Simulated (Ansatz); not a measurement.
Input and command of a calculation in Ansatz (plane waves; scalar-relativistic PAW potentials unless the input names others):

```yaml
crystal:
  lattice:
    - [2.5156293107, -0.0126122055, 0.0317940753]
    - [-1.2687371457, 2.1743297548, 0.0049756382]
    - [0.0839344592, 0.0636270219, 6.6169843645]
  atoms:
    - { symbol: B, position: [0.347142845, 0.6826174607, 0.2551509292] }
    - { symbol: B, position: [0.678284047, 0.3524187404, 0.7466579768] }
    - { symbol: "N", position: [0.3321178874, 0.6530178765, 0.7490331217] }
    - { symbol: "N", position: [0.6424552206, 0.3119459223, 0.2491579724] }
basis:
  ecutwfc: 420
kpoints:
  mp_grid: { grid: [12, 12, 4] }
hamiltonian:
  xc: pbe
  dispersion: d3bj
  hubbard: { sites: [{ species: "N", l: f, u_eff: 30.0 }] }
scf:
  occupations: { method: gaussian, width: 0.05 }
  max_iter: 75
output:
  forces: true
  eigenvalues: true
  stress: true
```

```bash
ansatz run input.yaml --threads 2 --pin off --max-ram 5120MiB --backend cpu --events-out ev --progress --plain --runs-dir out
```

**Question.** What will the program do with this input?

**Answer.** The program refuses it, because of a U on a shell that isn't there (hamiltonian.hubbard: not typed → {"sites": [{"species": "N", "l": "f", "u_eff": 30.0}]}). Without that key it is accepted.

Abridged log:
```
Error: inconsistent input (hamiltonian.hubbard.sites[].l, hamiltonian.hubbard.sites[].shell): the file of N doesn't list 4f, and it can't be added: PBE doesn't bind the shell 4f of the free atom, whose level lies at +1.14 eV. Type an atom or ion with it (hamiltonian.pseudopotentials.projection_atoms), take another file or name another shell
```